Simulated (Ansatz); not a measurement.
# NiSi2/GaP/NiSi2: conductance against the thickness of the layer

Aim: the conductance of NiSi2/GaP/NiSi2 junctions as the barrier thickens. Both electrodes are NiSi2 fluorite(111); the barrier is GaP zinc blende(111) (whole bilayers). In the first transport cell, after relaxation, the nearest pair of electrode and barrier is Si–P at 2.28 Å, along the normal, at the lower face and Si–Ga at 2.47 Å, along the normal, at the upper one. All share a net of side 3.84 Å, which strains the lower electrode by +0.0 % and the barrier by -1.4 %, against typed lattice constants near PBE's. The first steps treat the bulk electrodes alone.

Method: PBE DFT, plane waves, PAW files, in the first sound run; inputs show where later runs differ, in Ansatz 0.2.0.

### Step 1. Starting point

Symmetry: Fm-3m, No. 225, cubic system. The conventional cell has a = 5.430 Å, b = 5.430 Å, c = 5.430 Å, α = 90.00°, β = 90.00°, γ = 90.00°. Nearest to Si lie 4 Ni at 2.35 Å. Nearest to Ni lie 8 Si at 2.35 Å. Farther neighbours are not listed.

### Step 2. The strained electrode

The electrode is held to the junction's net and relaxed along the normal; its spacing is used for the ideal lead layers.

input.yaml reads:

```yaml
crystal:
  lattice:
    - [3.84, 0.0, 0.0]
    - [-1.92, 3.3255375505, 0.0]
    - [0.0, 0.0, 9.4043325761]
  atoms:
    - { symbol: Si, position: [0.0, 0.0, 0.0] }
    - { symbol: Ni, position: [0.3333333333, 0.6666666667, 0.0833333333] }
    - { symbol: Si, position: [0.6666666667, 0.3333333333, 0.1666666667] }
    - { symbol: Si, position: [0.3333333333, 0.6666666667, 0.3333333333] }
    - { symbol: Ni, position: [0.6666666667, 0.3333333333, 0.4166666667] }
    - { symbol: Si, position: [0.0, 0.0, 0.5] }
    - { symbol: Si, position: [0.6666666667, 0.3333333333, 0.6666666667] }
    - { symbol: Ni, position: [0.0, 0.0, 0.75] }
    - { symbol: Si, position: [0.3333333333, 0.6666666667, 0.8333333333] }
kpoints:
  mp_grid: { grid: [12, 12, 3] }
scf:
  occupations: { method: fermi_dirac, width: 0.1 }
  max_iter: 150
hamiltonian:
  xc: pbe
relax:
  f_tol: 0.01
  max_steps: 40
  cell: { fix: [a, b, angles] }
```

On the command line:

```console
$ ansatz run input.yaml --threads 8 --pin off --max-ram 24576MiB --backend cpu --events-out ev --progress --plain --runs-dir out
```

Numbers of over 12 decimals in the logs are rounded to 6 here.

Output:

```text
Engine: ansatz 0.2.0, aarch64-unknown-linux-gnu
Pseudopotentials: kind: paw
Pseudopotential: Si, paw, valence charge 4, recommended cutoff 420 eV (normal), Si.paw.azcp
Pseudopotential: Ni, paw, valence charge 18, recommended cutoff 420 eV (normal), Ni.paw.azcp
Functional definition: PBE
  parameter kappa = 0.804
  parameter beta = 0.066725
  exchange = pbe_x(kappa = kappa, mu = beta*pi^2/3)
  correlation = pbe_c(beta = beta)
Crystal: 9 atoms, lattice volume = 120.094 Å³
Basis set: ecut = 420 eV, 2287 PW (Γ), exchange–correlation on 54×54×128 points (8 copies of the dense FFT grid, shifted against one another)
Bands: 48, of which v1, the nominal top of the filled ones, is band 39 counted from 1 (38 counted from 0)
Symmetry: 36 space group operations
Space group: R-3m (ITA 166), of the structure as read, at distance tolerance 4.9e-5 Å
k-points: 50 of 432
Non-local potential: Si, projectors of the file, l = 0: 2, l = 1: 2, l = 2: 2
Non-local potential: Ni, projectors of the file, l = 0: 3, l = 1: 2, l = 2: 3, l = 3: 1
PAW form: soft (Blöchl's): semilocal exchange-correlation on the pseudo side does not see the compensation charge
PAW one-centre angular grid: Si, 110 points (default); XC on 64 Gauss nodes
PAW one-centre angular grid: Ni, 590 points (default); XC on 64 Gauss nodes
Initial density: superposition of atomic densities (neutral atoms: chi_scale 0, normalization atom), corrected by the library's trained network
Initial wavefunctions: pseudopotential atomic-orbital guess
Functional: x = pbe(κ = 0.804, μ = 0.219515), c = pbe(β = 0.066725)
SCF iter   1: F=—  HF=-21337.252619 eV  |F-HF|=—  |Δ(HF+E_count)|=         —  Δρ=1.04e-2  dr2=9.32e-2  ethr=1.77e-3  ⟨swp⟩=7.7  Hψ=10336  notcnv=0  defer=3
preconditioner: auto → Kerker (q_TF=auto, 2.539 Å⁻¹)  [metal: Δε(μ)=0.023 eV  Ē_g=7.331 eV  σ=0.100 eV  W_gap=0.06  n_scr=36 (ndim 8)  ℏωp=24.9 eV  f_vac=0.000  D(μ)=2.76/eV (n_scr^D=24)]
SCF iter   2: F=—  HF=-21337.243995 eV  |F-HF|=—  |Δ(HF+E_count)|=   8.62e-3  Δρ=4.22e-3  dr2=1.86e-2  ethr=1.19e-4  ⟨swp⟩=2.0  Hψ=3009  notcnv=0  defer=3
SCF iter   3: F=—  HF=-21337.242061 eV  |F-HF|=—  |Δ(HF+E_count)|=   1.93e-3  Δρ=5.38e-4  dr2=2.74e-4  ethr=2.38e-5  ⟨swp⟩=1.3  Hψ=2550  notcnv=0  defer=4
SCF iter   4: F=—  HF=-21337.242212 eV  |F-HF|=—  |Δ(HF+E_count)|=   1.51e-4  Δρ=1.99e-4  dr2=6.31e-5  ethr=3.51e-7  ⟨swp⟩=2.0  Hψ=4302  notcnv=0  defer=4
SCF iter   5: F=—  HF=-21337.242202 eV  |F-HF|=—  |Δ(HF+E_count)|=   1.03e-5  Δρ=2.08e-4  dr2=3.77e-5  ethr=8.09e-8  ⟨swp⟩=2.0  Hψ=3741  notcnv=0  defer=4
SCF iter   6: F=—  HF=-21337.242205 eV  |F-HF|=—  |Δ(HF+E_count)|=   2.70e-6  Δρ=7.04e-5  dr2=5.37e-6  ethr=4.83e-8  ⟨swp⟩=2.0  Hψ=3339  notcnv=0  defer=4
SCF iter   7: F=—  HF=-21337.242206 eV  |F-HF|=—  |Δ(HF+E_count)|=   1.71e-6  Δρ=1.18e-5  dr2=2.37e-7  ethr=6.88e-9  ⟨swp⟩=2.0  Hψ=3258  notcnv=0  defer=4
SCF iter   8: F=-21337.242207 eV  HF=-21337.242207 eV  |F-HF|=2.59e-9  |Δ(HF+E_count)|=   1.48e-7  Δρ=2.73e-6  dr2=1.46e-8  ethr=1.28e-10  ⟨swp⟩=4.1  Hψ=8477  notcnv=0
SCF 1 converged in 8 iterations: F = -21337.242207 eV  dr2 = 1.46e-8
  greatest PAW one-centre occupation: 1.000 electrons in one spin orbital (limit 2), on the Ni atom at site 7 (counted from 0), in its partial waves of l = 1
relax step   1: F+E_penalty+E_count = -21337.24220659 eV  Δ(F+E_penalty+E_count) = +0.000e0 eV  max|allowed force component| = 3.279e-2 eV/Å  Δτ_max = 0.0000 Å  P = +1.161 GPa  Ω = 120.094 Å³  fix = [a, b, alpha, beta, gamma]  reactions: a +0.713, b +0.713 GPa  (8 SCF iters, dr2 threshold 1.00e-7 eV, accepted)
Crystal: 9 atoms, lattice volume = 120.669 Å³
Basis set: ecut = 420 eV, 2323 PW (Γ), exchange–correlation on 54×54×128 points (8 copies of the dense FFT grid, shifted against one another)
Initial density: handed on by an earlier stage of this run
Initial wavefunctions: those handed on with the density
iter 1 solved again at ethr=9.69e-7 eV; its pass at ethr=3.10e-3 eV (dr2=7.56e-4 eV) is discarded
SCF iter   1: F=—  HF=-21337.248298 eV  |F-HF|=—  |Δ(HF+E_count)|=         —  Δρ=9.92e-4  dr2=6.29e-4  ethr=9.69e-7  ⟨swp⟩=2.2  Hψ=11006  notcnv=0
preconditioner: auto → Kerker (q_TF=auto, 2.537 Å⁻¹)  [metal: Δε(μ)=0.019 eV  Ē_g=7.325 eV  σ=0.100 eV  W_gap=0.05  n_scr=36 (ndim 8)  ℏωp=24.8 eV  f_vac=0.002  D(μ)=2.71/eV (n_scr^D=24)]
SCF iter   2: F=—  HF=-21337.248177 eV  |F-HF|=—  |Δ(HF+E_count)|=   1.22e-4  Δρ=4.06e-4  dr2=1.28e-4  ethr=8.07e-7  ⟨swp⟩=1.1  Hψ=2476  notcnv=0
SCF iter   3: F=—  HF=-21337.248158 eV  |F-HF|=—  |Δ(HF+E_count)|=   1.81e-5  Δρ=1.87e-4  dr2=3.25e-5  ethr=1.64e-7  ⟨swp⟩=1.0  Hψ=2416  notcnv=0
SCF iter   4: F=—  HF=-21337.248156 eV  |F-HF|=—  |Δ(HF+E_count)|=   2.19e-6  Δρ=9.13e-5  dr2=9.64e-6  ethr=4.16e-8  ⟨swp⟩=2.2  Hψ=3501  notcnv=0
iter 5 did not close the SCF: its close was put off for the readings that it lacked (scf_convergence_deferred on its scf_iter line)
SCF iter   5: F=-21337.248157 eV  HF=-21337.248157 eV  |F-HF|=4.12e-8  |Δ(HF+E_count)|=   2.76e-7  Δρ=1.64e-5  dr2=4.60e-7  ethr=1.24e-8  ⟨swp⟩=1.8  Hψ=3168  notcnv=0
SCF iter   6: F=-21337.248157 eV  HF=-21337.248157 eV  |F-HF|=4.41e-9  |Δ(HF+E_count)|=   1.93e-7  Δρ=7.10e-6  dr2=5.70e-8  ethr=5.90e-10  ⟨swp⟩=2.9  Hψ=8806  notcnv=0
SCF 2 converged in 6 iterations: F = -21337.248157 eV  dr2 = 5.70e-8
relax step   2: F+E_penalty+E_count = -21337.24815675 eV  Δ(F+E_penalty+E_count) = -5.950e-3 eV  max|allowed force component| = 1.990e-2 eV/Å  Δτ_max = 0.0049 Å  P = +0.465 GPa  Ω = 120.669 Å³  energy of the carried Pulay correction = -1.587e-4 eV  fix = [a, b, alpha, beta, gamma]  reactions: a +0.236, b +0.236 GPa  (6 SCF iters, dr2 threshold 9.00e-7 eV, accepted)
Crystal: 9 atoms, lattice volume = 121.165 Å³
Basis set: ecut = 420 eV, 2335 PW (Γ), exchange–correlation on 54×54×128 points (8 copies of the dense FFT grid, shifted against one another)
iter 1 solved again at ethr=7.64e-7 eV; its pass at ethr=3.10e-3 eV (dr2=5.96e-4 eV) is discarded
SCF iter   1: F=—  HF=-21337.249874 eV  |F-HF|=—  |Δ(HF+E_count)|=         —  Δρ=8.74e-4  dr2=4.76e-4  ethr=7.64e-7  ⟨swp⟩=2.2  Hψ=10989  notcnv=0
preconditioner: auto → Kerker (q_TF=auto, 2.535 Å⁻¹)  [metal: Δε(μ)=0.044 eV  Ē_g=7.297 eV  σ=0.100 eV  W_gap=0.11  n_scr=36 (ndim 8)  ℏωp=24.8 eV  f_vac=0.002  D(μ)=2.69/eV (n_scr^D=24)]
SCF iter   2: F=—  HF=-21337.249773 eV  |F-HF|=—  |Δ(HF+E_count)|=   1.00e-4  Δρ=3.63e-4  dr2=1.00e-4  ethr=6.10e-7  ⟨swp⟩=1.1  Hψ=2476  notcnv=0
SCF iter   3: F=—  HF=-21337.249762 eV  |F-HF|=—  |Δ(HF+E_count)|=   1.17e-5  Δρ=1.65e-4  dr2=2.56e-5  ethr=1.29e-7  ⟨swp⟩=1.0  Hψ=2400  notcnv=0
SCF iter   4: F=—  HF=-21337.249760 eV  |F-HF|=—  |Δ(HF+E_count)|=   1.19e-6  Δρ=8.16e-5  dr2=7.75e-6  ethr=3.29e-8  ⟨swp⟩=2.2  Hψ=3626  notcnv=0
iter 5 did not close the SCF: its close was put off for the readings that it lacked (scf_convergence_deferred on its scf_iter line)
SCF iter   5: F=-21337.249761 eV  HF=-21337.249761 eV  |F-HF|=3.73e-8  |Δ(HF+E_count)|=   2.67e-7  Δρ=1.50e-5  dr2=3.75e-7  ethr=9.94e-9  ⟨swp⟩=1.8  Hψ=3233  notcnv=0
SCF iter   6: F=-21337.249761 eV  HF=-21337.249761 eV  |F-HF|=5.97e-10  |Δ(HF+E_count)|=   1.63e-7  Δρ=7.01e-6  dr2=5.41e-8  ethr=4.81e-10  ⟨swp⟩=2.9  Hψ=8591  notcnv=0
SCF 3 converged in 6 iterations: F = -21337.249761 eV  dr2 = 5.41e-8
relax step   3: F+E_penalty+E_count = -21337.24976079 eV  Δ(F+E_penalty+E_count) = -1.604e-3 eV  max|allowed force component| = 1.782e-3 eV/Å  Δτ_max = 0.0049 Å  P = -0.119 GPa  Ω = 121.165 Å³  energy of the carried Pulay correction = -2.952e-4 eV  fix = [a, b, alpha, beta, gamma]  reactions: a -0.178, b -0.178 GPa  (6 SCF iters, dr2 threshold 9.00e-7 eV, accepted)
Initial wavefunctions: pseudopotential atomic-orbital guess (no wavefunctions were taken with the density)
iter 1 solved again at ethr=3.71e-6 eV; its pass at ethr=3.10e-3 eV (dr2=2.90e-3 eV) is discarded
SCF iter   1: F=—  HF=-21337.249893 eV  |F-HF|=—  |Δ(HF+E_count)|=         —  Δρ=2.01e-4  dr2=1.08e-6  ethr=3.71e-6  ⟨swp⟩=2.8  Hψ=15269  notcnv=0
eigensolver tolerance schedule: the retry pair's looser diagonalisation over-reported the residual by 2694.29 of it (diagonalisation noise at an unbounded share of the residual, at the tolerance the schedule requests for it); recorded, not acted on — ethr = c·dr2/N_el stays at c = 1.0e-1
SCF iter   2: F=—  HF=-21337.250017 eV  |F-HF|=—  |Δ(HF+E_count)|=   1.24e-4  Δρ=1.02e-4  dr2=2.88e-7  ethr=1.38e-9  ⟨swp⟩=2.9  Hψ=4953  notcnv=0
SCF iter   3: F=—  HF=-21337.250077 eV  |F-HF|=—  |Δ(HF+E_count)|=   6.02e-5  Δρ=4.05e-6  dr2=1.59e-8  ethr=3.70e-10  ⟨swp⟩=1.0  Hψ=2404  notcnv=0
SCF iter   4: F=—  HF=-21337.250077 eV  |F-HF|=—  |Δ(HF+E_count)|=   4.97e-9  Δρ=1.12e-6  dr2=2.62e-9  ethr=2.03e-11  ⟨swp⟩=2.3  Hψ=3225  notcnv=0
SCF iter   5: F=—  HF=-21337.250077 eV  |F-HF|=—  |Δ(HF+E_count)|=   1.52e-9  Δρ=5.22e-7  dr2=5.96e-10  ethr=3.36e-12  ⟨swp⟩=2.1  Hψ=3513  notcnv=0
SCF iter   6: F=-21337.250077 eV  HF=-21337.250077 eV  |F-HF|=3.64e-12  |Δ(HF+E_count)|=  4.69e-10  Δρ=7.28e-8  dr2=5.77e-12  ethr=1.00e-12  ⟨swp⟩=3.1  Hψ=9645  notcnv=0
SCF 4 converged in 6 iterations: F = -21337.250077 eV  dr2 = 5.77e-12
relax step   4: F+E_penalty+E_count = -21337.25007692 eV  Δ(F+E_penalty+E_count) = -3.161e-4 eV  max|allowed force component| = 1.819e-3 eV/Å  Δτ_max = 0.0000 Å  P = -0.118 GPa  Ω = 121.165 Å³  fix = [a, b, alpha, beta, gamma]  reactions: a -0.178, b -0.178 GPa  stress off target by 2.66e-3 GPa on what of the cell is left free  SCF on the basis re-selected at this cell (its energy is not comparable with the rows above)  (6 SCF iters)
basis re-selected at this cell: Δ(F+E_penalty+E_count) = -3.161e-4 eV, ΔP = +0.001 GPa vs the last step (what re-selecting the basis moved, of the pressure what is left beyond the Pulay correction that the steps carried, after the strain that the cell walked since its last selection, with what the two solves' SCF thresholds leave and, on support functions, any second-order correction that the steps lacked; it is no m [...]
SCF converged after 6 iterations
Free energy (F): -21337.250077 eV
Harris-Foulkes:  -21337.250077 eV  (|F-HF|=3.64e-12)
Internal energy: -21337.161385 eV  (E = F + TS)
E sigma→0 (E₀):  -21337.205731 eV
Entropy (-TS):   -0.088692 eV (-9.855 meV/atom)
Fermi energy:    12.854146 eV
--- Per-component energies (eV) ---
  E_band       = -1054.656545
  E_kinetic    = 1107.518587
  E_local      = -14804.914020  (includes V_loc(G=0)·N_el)
  E_nonlocal   = 2038.793481
  E_hartree    = 6399.499183
  E_xc         = -596.351413
  E_vxc        = -623.499591  (∫ρ·V_xc dr)
  E_paw        = -7954.306847  (= ΣΔE_a)
  E_vpaw       = -1571.555133  (= ΣTr[D̂ρ^β])
  E_aug_tail   = 0.001692  (compensation charges beyond the density's cutoff)
  E_ewald      = -7527.402048
  E_smearing   = -0.088692  (= −TS)
  E_closure    = 0.000000  (closes the sum)
  Σ components = -21337.250077   (vs F -21337.250077, Δ=0.00e0)
--- Forces (eV/Å), atoms counted from 1 ---
  atom   1  Si     0.00000000    -0.00000000    -0.00181880
  atom   2  Ni     0.00000000     0.00000000     0.00000000
  atom   3  Si     0.00000000     0.00000000     0.00181880
  atom   4  Si     0.00000000    -0.00000000    -0.00181880
  atom   5  Ni     0.00000000     0.00000000     0.00000000
  atom   6  Si     0.00000000     0.00000000     0.00181880
  atom   7  Si     0.00000000    -0.00000000    -0.00181880
  atom   8  Ni     0.00000000    -0.00000000     0.00000000
  atom   9  Si     0.00000000     0.00000000     0.00181880
  max |Σ_I F_I| component: 1.85e-16 eV/Å
--- Stress (GPa, compression-positive) ---
       -0.177883       0.000000      -0.000000
        0.000000      -0.177883      -0.000000
        0.000000      -0.000000       0.002657
  P = ⅓ Tr σ = -0.1177 GPa (-1.177 kbar)
--- Relaxed structure (3 steps of the walk, 3 accepted, 1 SCFs on fresh bases) ---
  F+E_penalty+E_count = -21337.25007692 eV   max|allowed force component| = 1.819e-3 eV/Å   (the final SCF, on the basis selected at the relaxed cell)
  cell:  # Å, volume = 121.1654 Å³
    - [3.840000, 0, 0]
    - [-1.920000, 3.325538, 0]
    - [0, 0, 9.488240]
  atoms:
    - { symbol: Si, position: [0, 0, -0.00103581] }
    - { symbol: Ni, position: [0.333333, 0.666667, 0.083333] }
    - { symbol: Si, position: [0.666667, 0.333333, 0.167702] }
    - { symbol: Si, position: [0.333333, 0.666667, 0.332298] }
    - { symbol: Ni, position: [0.666667, 0.333333, 0.416667] }
    - { symbol: Si, position: [0, 0, 0.501036] }
    - { symbol: Si, position: [0.666667, 0.333333, 0.665631] }
    - { symbol: Ni, position: [0, 0, 0.75] }
    - { symbol: Si, position: [0.333333, 0.666667, 0.834369] }
```

It took 9.1 s on 8 threads of Arm Neoverse V2, shared host; peak memory 0.73 GiB; 67 s of CPU time.

This run has no spin polarisation, although Ni can carry a moment.

Relaxation path:

| step | energy less that of the first step (eV) | largest force component (eV/Å) | pressure (GPa) | volume (Å³) |
| --- | --- | --- | --- | --- |
| 1 | 0.0000 | 0.0328 | 1.16 | 120.09 |
| 2 | -0.0060 | 0.0199 | 0.46 | 120.67 |
| 3 | -0.0076 | 0.0018 | -0.12 | 121.17 |
| 4* | -0.0079 | 0.0018 | -0.12 | 121.17 |

Relaxation steps marked * repeat the geometry before them on a plane-wave basis chosen anew for their cell, so energy and pressure can jump there.

The run keeps the 36 symmetry operations that it works with, so distortions that break them were not tested.

| cell as run | before | after | change |
| --- | --- | --- | --- |
| a (Å) | 3.840 | 3.840 | -0.0 % |
| b (Å) | 3.840 | 3.840 | -0.0 % |
| c (Å) | 9.404 | 9.488 | +0.9 % |
| volume (Å³/atom) | 13.34 | 13.46 | +0.9 % |

The relaxed structure:

```cif
data_structure
_symmetry_space_group_name_H-M 'P 1'
_symmetry_Int_Tables_number 1
_cell_length_a 3.8400
_cell_length_b 3.8400
_cell_length_c 9.4882
_cell_angle_alpha 90.000
_cell_angle_beta 90.000
_cell_angle_gamma 120.000
_cell_volume 121.17
loop_
_atom_site_label
_atom_site_type_symbol
_atom_site_fract_x
_atom_site_fract_y
_atom_site_fract_z
_atom_site_occupancy
Si1 Si 0.00000 0.00000 0.99896 1
Ni2 Ni 0.33333 0.66667 0.08333 1
Si3 Si 0.66667 0.33333 0.16770 1
Si4 Si 0.33333 0.66667 0.33230 1
Ni5 Ni 0.66667 0.33333 0.41667 1
Si6 Si 0.00000 0.00000 0.50104 1
Si7 Si 0.66667 0.33333 0.66563 1
Ni8 Ni 0.00000 0.00000 0.75000 1
Si9 Si 0.33333 0.66667 0.83437 1
```

This step gave:

```
free energy  : -21337.2501 eV
Fermi energy : 12.85 eV
pressure     : -0.1177 GPa
```

The relaxation ends with a largest force component of 0.0018 eV/Å.

[end of part 1 of 6]

[Logs are printed without paths, hosts, clocks, repeated set-up lines and the standing remarks that a program may print on its own settings, such as how far it seeks lower states.]

[Hosts, paths, dates, database ids (printed as entryN), source tags and the programs' standing remarks are cut or masked in the printed files.]
